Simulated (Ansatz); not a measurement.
# WS2: the cost of one run

Method: DFT LDA, scalar-relativistic, plane waves, PAW, in Ansatz 0.2.0.

### 1 Starting point

The structure is trigonal, space group R3m (No. 160). The conventional cell has a = 3.158 Å, b = 3.158 Å, c = 18.490 Å, α = 90.00°, β = 90.00°, γ = 120.00°. W (site symmetry 3m) has 6 S at 2.39 to 2.42 Å in its first shell of neighbours. S (site symmetry 3m) has 3 W at 2.39 Å in its first shell of neighbours. Around S (site symmetry 3m) lie 3 W at 2.42 Å.

Structure file:

```cif
data_structure
_symmetry_space_group_name_H-M 'R3m:H'
_symmetry_Int_Tables_number 160
_cell_length_a 3.1580
_cell_length_b 3.1580
_cell_length_c 18.4900
_cell_angle_alpha 90.000
_cell_angle_beta 90.000
_cell_angle_gamma 120.000
_cell_volume 159.70
loop_
_atom_site_label
_atom_site_type_symbol
_atom_site_symmetry_multiplicity
_atom_site_Wyckoff_symbol
_atom_site_fract_x
_atom_site_fract_y
_atom_site_fract_z
_atom_site_occupancy
W1 W 3 a 0.00000 0.00000 0.00000 1
S1 S 3 a 0.00000 0.00000 0.24970 1
S2 S 3 a 0.33333 0.66667 0.08567 1
```

No relaxation comes first: the listed cell is the starting point.

### 2 The reference cell

The cell is repeated 3 times, 9 atoms in all. The reference gives a free energy of -35614.9972 eV, pressure -3.65 GPa, largest force 0.585 eV/Å and gap on the mesh 0.98 eV. It was computed beforehand with the settings of the runs below.

### 3 The scan: a stacking-fault curve

The cut lies on the cell's a–b face, a (0 0 -1) plane of area 8.64 Å², between layers 1.58 Å apart (S below, W above); the cell is 18.5 Å thick. The cut runs through bonds; the cell's widest gap between layers lies elsewhere, and sliding there would cost far less. Vector c is tilted by f times 1·a + 0·b (length 3.158 Å) with the atoms' Cartesian places fixed: one unrelaxed fault per cell.

### 4 Point f = 0.200

Contents of input.yaml:

```yaml
crystal:
  lattice:
    - [-1.5790003843, -2.7349088907, 0.0]
    - [1.5790003843, -2.7349088907, 0.0]
    - [-0.3158000769, -0.5469817781, 18.48999]
  atoms:
    - { symbol: W, position: [-0.1419, 0.0, 0.7095] }
    - { symbol: W, position: [0.3247666667, 0.3333333333, 0.0428333333] }
    - { symbol: W, position: [0.5914333333, 0.6666666667, 0.3761666667] }
    - { symbol: S, position: [0.90804, 1.0, 0.4598] }
    - { symbol: S, position: [0.1747066667, 0.3333333333, 0.7931333333] }
    - { symbol: S, position: [0.6413733333, 0.6666666667, 0.1264666667] }
    - { symbol: S, position: [0.9419, 1.0, 0.2905] }
    - { symbol: S, position: [0.2085666667, 0.3333333333, 0.6238333333] }
    - { symbol: S, position: [0.4752333333, 0.6666666667, 0.9571666667] }
basis:
  ecutwfc: 420
kpoints:
  mp_grid: { grid: [10, 10, 2] }
hamiltonian:
  xc: lda
scf:
  occupations: { method: gaussian, width: 0.05 }
output:
  forces: true
  stress: true
  eigenvalues: true
  write_density: true
  write_potential: true
  elf: true
  volumetric_format: npy
```

Started as:

```
$ ansatz run input.yaml --threads 2 --pin off --max-ram 5120MiB --backend cpu --events-out ev --progress --plain --runs-dir out
```

What time and memory should one allow on 2 threads of Intel Xeon Platinum 8488C (Sapphire Rapids), shared host?

About 48 s, with a peak of 0.8 GiB.
